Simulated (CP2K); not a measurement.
The system is SrO.

```
CELL_PARAMETERS angstrom
3.62930 0.00000 0.00000
1.81465 3.14306 0.00000
1.81465 1.04769 2.96331
ATOMIC_POSITIONS crystal
Sr 0.50000 0.50000 0.50000
O 0.00000 0.00000 0.00000
```

Program: CP2K 2026.2. Alike in all runs: cell as given; k mesh 9 × 9 × 9; smearing fermi-dirac 0.05 eV.

Question: Order these runs on this cell by their pressure, lowest first.
A. level rev-vdW-DF2; potentials or basis POTENTIAL_UZH Sr GTH-PBE-q10, O GTH-PBE-q6; TZVP-MOLOPT-PBE-GTH basis; spin off; k points reduced by the point group yes; CUTOFF of the grids 900 Ry
B. level OLYP; potentials or basis POTENTIAL_UZH Sr GTH-PBE-q10, O GTH-PBE-q6; TZVP-MOLOPT-PBE-GTH basis; spin off; k points reduced by the point group yes; CUTOFF of the grids 900 Ry
C. level PBE; potentials or basis GTH_POTENTIALS Sr GTH-PBE-q10, O GTH-PBE-q6; DZVP-MOLOPT-SR-GTH basis; spin off; k points reduced by the point group yes; points a segment of the path (NPOINTS) 8; bands added on the path 2; CUTOFF of the grids 600 Ry
D. level HLE16; potentials or basis GTH_SOC_POTENTIALS Sr GTH-PBE-q10, O GTH-PBE-q6; DZVP-MOLOPT-SR-GTH basis; spin SOC, no magnetisation; points a segment of the path (NPOINTS) 8; bands added on the path 2; CUTOFF of the grids 600 Ry; soc after scf yes
E. level LDA; potentials or basis POTENTIAL_UZH Sr GTH-PBE-q10, O GTH-PBE-q6; TZVP-MOLOPT-PBE-GTH basis; spin off; k points reduced by the point group yes; CUTOFF of the grids 900 Ry

Answer: D (-6.6 GPa), E (-1.5 GPa), A (2.9 GPa), C (4.4 GPa), B (6.9 GPa).

Caveats: the basis of atomic orbitals isn't converged, which shifts pressures, moduli and gaps; the potentials were made for another functional, which shifts forces and pressure (some runs); the potentials were made for a functional far from this one (some runs).
